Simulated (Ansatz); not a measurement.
Runs of Ansatz 0.2.0 on WC (Qusongite). Symmetry: P-6m2, No. 187, hexagonal system. Conventional cell: a = 2.907 Å, b = 2.907 Å, c = 2.837 Å, α = 90.00°, β = 90.00°, γ = 120.00°. W (site symmetry -6m2) is surrounded by 6 C at 2.20 Å. C (site symmetry -6m2) is surrounded by 6 W at 2.20 Å. 

```tsv
task	level	cell	smearing	points for each segment of the path	gap on the mesh (eV)	pressure (GPa)	relaxed volume (Å³/atom)
single point	PBE	as given	gaussian 0.02 eV	-	none	5.6	-
band structure	BLYP	as given	fermi-dirac 0.05 eV	14	none	18.5	-
single point	PBE	as given	gaussian 0.03 eV	-	none	5.6	-
relaxation of cell and atoms	LDA	relaxed	fermi-dirac 0.05 eV	-	-	0.0	(a)
single point	PBE	as given	gaussian 0.012 eV	-	none	5.6	-
relaxation of cell and atoms	BLYP	relaxed	fermi-dirac 0.05 eV	-	-	0.0	10.89
relaxation of cell and atoms	BLYP+D4	relaxed	fermi-dirac 0.05 eV	-	-	0.0	(b)
relaxation of cell and atoms	revPBE	relaxed	fermi-dirac 0.05 eV	-	-	0.0	10.61
```

Alike in all rows: potentials or basis Ansatz PAW; no spin polarisation; k mesh 10 × 10 × 9; cutoff (eV) 420.

**Question.** Estimate the missing entries.

**Answer.** (a) 10.13; (b) 10.49.

Caveats: the PAW data sets come from PBE, with cores solved anew for the run's functional, which leaves a small shift of forces and pressure (some runs); the plane-wave basis is chosen anew once the cell has moved, so the energies of steps on either side of that aren't comparable (some runs); so large a pressure means that the cell lies far from this level's equilibrium, or that cutoff or potentials fall short (some runs); spin-orbit coupling is left out, which moves the levels of the heavy elements (some runs).

A k mesh can miss the band edges, and the runs leave out spin-orbit coupling on W.

A gap of «none» marks a metal or a gap under the smearing width.
